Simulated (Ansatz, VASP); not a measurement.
## Sc in VASP and in Ansatz

```
CELL_PARAMETERS angstrom
0.00000 2.27050 2.27050
2.27050 0.00000 2.27050
2.27050 2.27050 0.00000
ATOMIC_POSITIONS crystal
Sc 0.00000 0.00000 0.00000
```

This isn't the form of Sc at room conditions, which is hcp.

Alike in both runs: task single point; functional r2SCAN; k mesh 18 × 18 × 18; occupations gaussian, width 0.15 eV; no spin polarisation.

|  | VASP | Ansatz |
| --- | --- | --- |
| version | VASP 6.6.1 | Ansatz 0.2.0 |
| potentials or method | VASP PAW PBE potentials, release 64 (Sc_sv) | scalar-relativistic, plane waves, PAW |
| plane-wave cutoff (eV) | 520 | 500 |
| valence electrons in the cell | 11 | 11 |

VASP gave:

- gap on the k mesh at the Fermi level (eV): none
- pressure (GPa): 4.3

**Question.** Which values does Ansatz return?

**Answer.** gap on the k mesh at the Fermi level (eV): none; pressure (GPa): 4.1.

A gap of «none» marks a metal or a gap that the smearing closes.

Caveats: the PAW data sets were made with another functional, which shifts forces and pressure a little (VASP).
